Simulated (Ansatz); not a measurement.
**KI: a tetragonal deformation path**

The task here is to estimate one member of a computed series from the others.

Program: Ansatz 0.2.0. Level of theory: DFT PBE, scalar-relativistic, plane waves, PAW. These are calculated values, not measurements.

**The starting structure**

It takes space group Fm-3m (No. 225, cubic). The conventional cell has a = 7.049 Å, b = 7.049 Å, c = 7.049 Å, α = 90.00°, β = 90.00°, γ = 90.00°. Around K (site symmetry m-3m) lie 6 I at 3.52 Å. Around I (site symmetry m-3m) lie 6 K at 3.52 Å.

As a file:

```xyz
2
Lattice="0.0000 3.5246 3.5246 3.5246 0.0000 3.5246 3.5246 3.5246 0.0000" Properties=species:S:1:pos:R:3 pbc="T T T"
K     0.0000    0.0000    0.0000
I     3.5246    3.5246    3.5246
```

No relaxation comes first: the listed cell is the starting point.

**The reference cell**

Reference values: F = -9053.6875 eV; pressure 0.68 GPa; largest force 0.000 eV/Å; gap on the mesh 3.98 eV. It was computed beforehand with the settings of the runs below.

The first run:

At fixed volume and fractional coordinates, lengths along (0.000, 0.000, 1.000) are scaled against those across it; ρ is that ratio over its starting value.

input.yaml reads:

```yaml
crystal:
  lattice:
    - [0.0, 3.9563727749, 2.7971555518]
    - [3.9563727749, 0.0, 2.7971555518]
    - [3.9563727749, 3.9563727749, 0.0]
  atoms:
    - { symbol: K, position: [0.0, 0.0, 0.0] }
    - { symbol: I, position: [0.5, 0.5, 0.5] }
basis:
  ecutwfc: 420
kpoints:
  mp_grid: { grid: [6, 6, 6] }
hamiltonian:
  xc: pbe
scf:
  occupations: { method: gaussian, width: 0.05 }
output:
  forces: true
  stress: true
  eigenvalues: true
```

Command:

```console
> ansatz run input.yaml --threads 1 --pin off --max-ram 2560MiB --backend cpu --events-out ev --progress --plain --runs-dir out
```

Steps of the session up to this table: At ρ = 0.707; At ρ = 1.414; ρ = 0.850; ρ = 1.200; At ρ = 0.780; ρ = 1.300; Point ρ = 0.920; At ρ = 1.100; Point ρ = 0.650; ρ = 1.500; Point ρ = 0.960; Point ρ = 1.050.

One of the session's tables, all rows but one given; the rest of the session is left out.

It belongs to the step «The scan collected». Collected from the runs (energy zero: the undisturbed cell):

```
    ρ  ΔE (meV/atom)  pressure (GPa)  gap on the mesh (eV)
0.650         1026.7            11.9                  2.46
0.707          557.1             7.3                  3.14
0.780          234.1             3.7                  3.63
0.850           85.1             1.9                  3.85
0.920           19.6             1.0                  3.95
0.960            4.4             0.7                  3.97
1.000            0.0             0.7                  3.98
1.050            5.6             0.8                  3.97
1.100           20.5             1.0                  3.96
1.200           70.5             1.8                  3.90
1.300              ?               ?                     ?
1.414          246.2             4.5                  3.71
1.500          341.1             5.8                  3.60
```

Q: Estimate the row for ρ = 1.300 from the others.

Worked estimate for «ΔE (meV/atom)». A straight line through the neighbours (1.200, 70.5) and (1.414, 246.2) gives 70.5 + (246.2 − 70.5) × (1.300 − 1.200) / (1.414 − 1.200) = 152.6; a parabola fitted to 4 rows on both sides gives 141.4.

**Answer.** ΔE (meV/atom): 141.8; pressure (GPa): 2.9; gap on the mesh (eV): 3.82. In «ΔE (meV/atom)» the line misses by +10.8 and the parabola by -0.4.
